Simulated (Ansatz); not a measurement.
## Nb in Ansatz: convergence with smearing width

Nb:

```
Nb
1.0
    -1.66395    1.66395    1.66395
     1.66395   -1.66395    1.66395
     1.66395    1.66395   -1.66395
Nb
1
Direct
  0.00000 0.00000 0.00000
```

```yaml
Program: Ansatz 0.2.0
Task: convergence study
Functional: PBE
Potentials_or_basis: all-electron LAPW, scalar-relativistic
Cutoff: 217 eV (chosen from the basis error)
Basis_error_allowed: 0.001 eV/atom
k_mesh: 11 × 11 × 11
Occupations: fermi-dirac, width 0.3 eV
Spin: no spin polarisation
```

These are the settings of the first run; the series varies smearing width, with any setting tied to it.

Hardware: 1 thread of Intel(R) Xeon(R) Processor @ 2.50GHz (Skylake/Cascade Lake), on a shared host.

Problem. The values tried are 0.3 eV, 0.2 eV, 0.15 eV, 0.1 eV, 0.05 eV, 0.025 eV, 0.01 eV, loosest first. From which on does the energy stay within 1 meV/atom of the tightest run that finished?

Solution. From 0.05 eV on.

```csv
smearing width,"energy less the tightest run, at zero smearing (meV/atom)",pressure (GPa),SCF cycles,CPU time (s),peak memory (GiB)
0.3 eV,-28.09,-0.81,7,9.1,0.27
0.2 eV,-12.85,-1.67,7,9.3,0.27
0.15 eV,-6.38,-1.93,7,9,0.27
0.1 eV,-2.20,-2.05,7,8.8,0.28
0.05 eV,-0.73,-2.00,6,8.1,0.27
0.025 eV,-0.28,-1.87,6,7.7,0.27
0.01 eV,0.00,-1.75,6,7.4,0.27
```

Not settled before the last step: the pressure (to 0.1 GPa). Narrower smearing needs a denser k mesh, so at a fixed mesh the narrowest width isn't the most accurate. The tightest run that finished is the yardstick and may itself not be fully converged.
